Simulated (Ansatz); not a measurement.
# Li2O: relaxed-ion elastic tensor

Method: DFT PBE, scalar-relativistic, plane waves, PAW (Ansatz 0.2.0). Settings: 420 eV plane-wave cutoff, Γ-centred 8×8×8 mesh, fixed occupations. No spin polarisation.

The cell, relaxed at this level:
```yaml
crystal:
  lattice:
    - [0.00000, 2.31315, 2.31315]
    - [2.31315, 0.00000, 2.31315]
    - [2.31315, 2.31315, 0.00000]
  atoms:
    - { symbol: Li, position: [0.75000, 0.75000, 0.75000] }
    - { symbol: Li, position: [0.25000, 0.25000, 0.25000] }
    - { symbol: O, position: [0.50000, 0.50000, 0.50000] }
```

The cell has the anti-fluorite type, in a space group that the Crystallography Open Database lists for this formula; it was reached from a generator's guess.

Question: Give the relaxed-ion elastic constants (GPa, Voigt order xx yy zz yz xz xy, on the Cartesian axes of the cell above).

Answer:
C11 = 202.7, C12 = 17.9, C13 = 17.9, C22 = 202.7, C23 = 17.9, C33 = 202.7, C44 = 55.2, C55 = 55.2, C66 = 55.2 GPa; the others vanish.

Question: Is the crystal stable against homogeneous strain?

Answer: Yes: the least eigenvalue of the tensor is 55.2 GPa.

Question: And the moduli of a polycrystal (Hill averages)?

Answer: B = 80 GPa, G = 68 GPa, E = 159 GPa, ν = 0.17.
